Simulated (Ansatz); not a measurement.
# Eigenvalues along a path: Sr (sc type)

```
CELL_PARAMETERS angstrom
2.90525 0.00000 0.00000
0.00000 2.90525 0.00000
0.00000 0.00000 2.90525
ATOMIC_POSITIONS crystal
Sr 0.00000 0.00000 0.00000
```

The cell comes from a relaxation on PAW files under the same functional, begun from a prototype that needn't be the stable phase.

Level of theory: DFT with PBE, scalar-relativistic, in Ansatz 0.2.0; a Γ-centred 10×10×10 k mesh, Fermi–Dirac smearing of 0.05 eV, no spin polarisation. LAPW: all electrons, basis error target 1 meV/atom.

This run: volume at 0.43 of the series' base cell.

The structure type is held throughout; the real material can change phase at far lower pressure.

Path points, in fractions of the reciprocal vectors: Γ (0.000, 0.000, 0.000), X (0.000, 0.500, 0.000), M (0.500, 0.500, 0.000), R (0.500, 0.500, 0.500). The distance column jumps between branches of the path. Levels in eV from the Fermi level; bands 11 to 16, counted from the lowest band of the run. The gap is zero, the pressure 28.4 GPa.

```
# k(1/Å) point b11 b12 b13 b14 b15 b16
0.000 Γ -16.90 -16.90 -16.90 -3.52 0.02 0.02
0.135 - -17.03 -16.89 -16.89 -3.39 0.06 0.18
0.270 - -17.38 -16.86 -16.86 -3.05 0.17 0.65
0.406 - -17.86 -16.81 -16.81 -2.57 0.35 1.35
0.541 - -18.39 -16.76 -16.76 -2.02 0.58 2.09
0.676 - -18.89 -16.70 -16.70 -1.42 0.82 2.56
0.811 - -19.28 -16.66 -16.66 -0.81 1.05 2.57
0.946 - -19.54 -16.63 -16.63 -0.27 1.21 2.28
1.081 X -19.62 -16.61 -16.61 -0.02 1.28 2.08
1.217 - -19.61 -16.73 -16.60 0.13 1.42 1.75
1.352 - -19.56 -17.04 -16.58 0.48 0.99 1.91
1.487 - -19.48 -17.48 -16.53 0.08 0.86 2.83
1.622 - -19.38 -17.97 -16.49 -0.81 1.21 4.05
1.757 - -19.28 -18.43 -16.43 -1.56 1.56 5.33
1.892 - -19.20 -18.80 -16.39 -2.14 1.88 5.85
2.028 - -19.14 -19.04 -16.36 -2.50 2.11 6.00
2.163 M -19.12 -19.12 -16.35 -2.62 2.20 6.05
2.354 - -19.07 -19.05 -16.37 -2.38 2.02 6.07
2.545 - -18.90 -18.85 -16.43 -1.72 1.57 6.14
2.736 - -18.63 -18.53 -16.52 -0.93 1.11 4.94
2.927 - -18.25 -18.13 -16.62 -0.94 1.21 3.52
3.118 - -17.80 -17.69 -16.73 -1.70 1.09 2.15
3.310 - -17.36 -17.29 -16.82 -2.58 0.56 1.02
3.501 - -17.03 -17.01 -16.88 -3.26 0.16 0.28
3.692 Γ -16.90 -16.90 -16.90 -3.52 0.02 0.02
3.926 - -17.03 -16.99 -16.99 -3.14 0.32 0.32
4.160 - -17.35 -17.25 -17.25 -2.13 1.16 1.16
4.394 - -17.74 -17.59 -17.59 -0.96 2.35 2.35
4.628 - -18.10 -17.94 -17.94 -0.41 2.76 2.76
4.863 - -18.37 -18.26 -18.26 -0.56 1.56 1.56
5.097 - -18.55 -18.49 -18.49 -0.72 0.42 0.42
5.331 - -18.65 -18.64 -18.64 -0.66 -0.31 -0.31
5.565 R -18.69 -18.69 -18.69 -0.56 -0.56 -0.56
5.756 - -18.72 -18.63 -18.62 -0.67 -0.44 -0.31
5.947 - -18.82 -18.47 -18.43 -0.86 -0.08 0.43
6.138 - -18.97 -18.20 -18.13 -0.90 0.52 1.53
6.330 - -19.15 -17.84 -17.75 -0.68 1.33 2.56
6.521 - -19.33 -17.42 -17.35 -0.17 2.29 2.33
6.712 - -19.49 -17.02 -16.97 0.61 1.17 2.32
6.903 - -19.59 -16.73 -16.71 0.30 1.53 1.54
7.094 X -19.62 -16.61 -16.61 -0.02 1.28 2.08
8.623 R -18.69 -18.69 -18.69 -0.56 -0.56 -0.56
8.759 - -18.70 -18.70 -18.61 -0.69 -0.44 -0.44
8.894 - -18.75 -18.75 -18.38 -1.01 -0.05 -0.05
9.029 - -18.83 -18.83 -18.04 -1.41 0.57 0.57
9.164 - -18.91 -18.91 -17.61 -1.81 1.42 1.42
9.299 - -18.99 -18.99 -17.15 -2.15 2.46 2.46
9.434 - -19.06 -19.06 -16.74 -2.41 3.21 3.67
9.570 - -19.10 -19.10 -16.46 -2.57 2.46 5.00
9.705 M -19.12 -19.12 -16.35 -2.62 2.20 6.05
```
